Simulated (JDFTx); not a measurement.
# HfB2 under changes of volume

One of the cells (9.905 Å³/atom); the others are scaled copies at fixed shape and fractional positions:

```
Hf B
1.0
     3.14000    0.00000    0.00000
    -1.57000    2.71932    0.00000
     0.00000    0.00000    3.48000
Hf B
1 2
Direct
  0.00000 0.00000 0.00000
  0.66667 0.33333 0.50000
  0.33333 0.66667 0.50000
```

- Program: JDFTx 1.7.0 (patched build)
- Functional: PBE
- Potentials or basis: PseudoDojo-SR-PBE-0.5-standard
- Cutoff: 1034 eV
- Density cutoff: 4136 eV
- k mesh: 10 × 10 × 8
- Occupations: fermi-dirac, width 0.05 eV
- Spin: no spin polarisation

```tsv
volume (Å³/atom)	energy over the lowest point (meV/atom)	pressure (GPa)
9.311	?	?
9.509	17.94	13.1
9.707	5.45	7.1
9.905	0.00	1.7
10.103	0.94	-3.2
10.301	7.67	-7.7
10.499	19.67	-11.7
```

**Question.** What does the run at 9.311 Å³/atom give?

**Answer.** Energy over the lowest point 38.19 meV/atom; pressure 19.7 GPa.

Worked out: A Birch-Murnaghan fit of order 3 (a polynomial in V^(-2/3)) to the other rows has its minimum at 9.97 Å³/atom with B0 = V·E''(V) = 252 GPa and B' = 3.9 at fixed shape and positions, which overstates the stiffness. It gives 38.19 meV/atom at 9.311 Å³/atom, against the run's 38.19, and -dE/dV = 19.7 GPa, against 19.7.

Energies are extrapolated to zero smearing.
